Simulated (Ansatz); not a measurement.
**Structure relaxation of BiSe3**

Method: Ansatz, DFT PBE, scalar-relativistic, plane waves, PAW. Cutoff 420 eV, Γ-centred k mesh, Gaussian smearing, no spin polarisation in the final step.

The start puts BiSe3 on the ReO3 structure type (Pm-3m, No. 221), with Bi in place of Re, Se in place of O, at a guessed volume.

```yaml
crystal:
  lattice:
    - [5.16594, 0.00000, 0.00000]
    - [0.00000, 5.16594, 0.00000]
    - [0.00000, 0.00000, 5.16594]
  atoms:
    - { symbol: Bi, position: [0.00000, 0.00000, 0.00000] }
    - { symbol: Se, position: [0.50000, 0.00000, 0.00000] }
    - { symbol: Se, position: [0.00000, 0.50000, 0.00000] }
    - { symbol: Se, position: [0.00000, 0.00000, 0.50000] }
```

Cell and atoms relax at zero pressure; the relaxation can't lower the symmetry of the start. After a coarse first stage the cell is made exact in the group found at 0.06 Å.

Energies over the elements count from the elements' standard structures at the same level, with no empirical corrections.

(1) Describe the relaxed structure.

(2) What are its volume, energy, density and gap?

## Answers

(1) It keeps Pm-3m (No. 221). The result has the ReO3 structure. Conventional cell: a = 5.577 Å. Bi has 6 Se at 2.79 Å; around Se lie 2 Bi at 2.79 Å.

```cif
data_structure
_symmetry_space_group_name_H-M 'Pm-3m'
_symmetry_Int_Tables_number 221
_cell_length_a 5.5775
_cell_length_b 5.5775
_cell_length_c 5.5775
_cell_angle_alpha 90.000
_cell_angle_beta 90.000
_cell_angle_gamma 90.000
_cell_volume 173.50
loop_
_atom_site_label
_atom_site_type_symbol
_atom_site_symmetry_multiplicity
_atom_site_Wyckoff_symbol
_atom_site_fract_x
_atom_site_fract_y
_atom_site_fract_z
_atom_site_occupancy
Bi1 Bi 1 a 0.00000 0.00000 0.00000 1
Se1 Se 3 d 0.50000 0.00000 0.00000 1
```

(2) The volume per atom is 43.38 Å³, the density is 4.27 g/cm³ and the energy over the elements is 0.64 eV/atom. The gap on the 8×8×8 mesh is 0 eV (a metal).

The final run used a 8×8×8 mesh on its 4-atom cell and 0.10 eV smearing. For metals, differences of a few meV/atom aren't resolved. Spin–orbit coupling is left out. A structure relaxed within its symmetry needn't be a true minimum. The steps took roughly 40 core-seconds in all.

Cost: 3 runs of about 0.71 core-minutes in all, on Intel Xeon 6975P-C (Granite Rapids) (shared hosts).